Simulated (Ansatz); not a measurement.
The system is TaN.

```
Ta N
1.0
     0.00000    2.17900    2.17900
     2.17900    0.00000    2.17900
     2.17900    2.17900    0.00000
Ta N
1 1
Direct
  0.50000 0.50000 0.50000
  0.00000 0.00000 0.00000
```

Alike in all runs: program Ansatz 0.2.0; functional PBE; potentials or basis all-electron LAPW, scalar-relativistic; cutoff 367 eV (chosen from the basis error); basis error allowed 0.001 eV/atom; k mesh 7 × 7 × 7; occupations gaussian, width 0.05 eV.

The same cell was started in several ways:

```csv
start,free energy over the lowest (meV/atom),net moment (μB),site or absolute moments (μB),gap
"collinear spin, random start of up to 0.17 μB",0.0,0.00,absolute 0.00,none (metal or under the smearing width)
"collinear spin, ferromagnetic start of up to 0.5 μB",0.0,0.00,absolute 0.00,none (metal or under the smearing width)
"collinear spin, ferromagnetic start of up to 3 μB; fixed moment 3",2775.5,-,Ta +1.61; N +0.67,-
```

Runs with fixed or held moments lie higher by the price of the constraint. A still lower state may exist.

Caveats: the k mesh is thin for a metal, which can move the energy by tens of meV per atom; the cell is far from rest, so the order of the states can change on relaxing; the starting moments weren't kept (some runs); the total moment is fixed, so each spin has its own Fermi level (some runs).
